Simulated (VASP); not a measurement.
Here is a VASP 6.6.1 calculation.

The input INCAR:

```
PREC = Accurate
ENCUT = 580
EDIFF = 1E-6
ISMEAR = -1
SIGMA = 0.05
LREAL = False
LASPH = True
NELM = 60
ALGO = Normal
ISIF = 3
LWAVE = False
LCHARG = False
GGA = PE
IBRION = 2
NSW = 40
EDIFFG = -0.005
```

Contents of KPOINTS:

```
regular mesh
0
Gamma
  8 8 3
```

Contents of POSCAR:

```
ZnS
1.0
    3.8227000000      0.0000000000      0.0000000000
   -1.9113500000      3.3105553110      0.0000000000
    0.0000000000      0.0000000000     12.5200000000
Zn S
4 4
Direct
    0.6666666667      0.3333333333      0.7500000000
    0.3333333333      0.6666666667      0.2500000000
    0.0000000000      0.0000000000      0.5000000000
    0.0000000000      0.0000000000      0.0000000000
    0.6666666667      0.3333333333      0.9375000000
    0.3333333333      0.6666666667      0.4375000000
    0.0000000000      0.0000000000      0.6875000000
    0.0000000000      0.0000000000      0.1875000000
```

Potentials or basis: VASP PAW PBE potentials, release 64 (Zn, S).

Command:

```sh
$ cat potpaw_PBE.64/Zn/POTCAR potpaw_PBE.64/S/POTCAR > POTCAR
$ mpirun -np 1 vasp_std > vasp.out
```

Problem. Estimate the relaxed cell.

Solution. a = 3.850 Å, b = 3.850 Å, c = 12.600 Å, α = 90.00°, β = 90.00°, γ = 120.00°.

Problem. Predict the band gap on the k mesh.

Solution. 2.04 eV, direct.

Final structure:
```
CELL_PARAMETERS angstrom
3.85026 0.00000 0.00000
-1.92513 3.33442 0.00000
0.00000 0.00000 12.59961
ATOMIC_POSITIONS crystal
Zn 0.66667 0.33333 0.75003
Zn 0.33333 0.66667 0.25003
Zn 0.00000 0.00000 0.50010
Zn 0.00000 0.00000 0.00010
S 0.66667 0.33333 0.93761
S 0.33333 0.66667 0.43761
S 0.00000 0.00000 0.68726
S 0.00000 0.00000 0.18726
```

Caveat: an odd mesh through Γ misses points on the zone boundary, where band edges often lie.
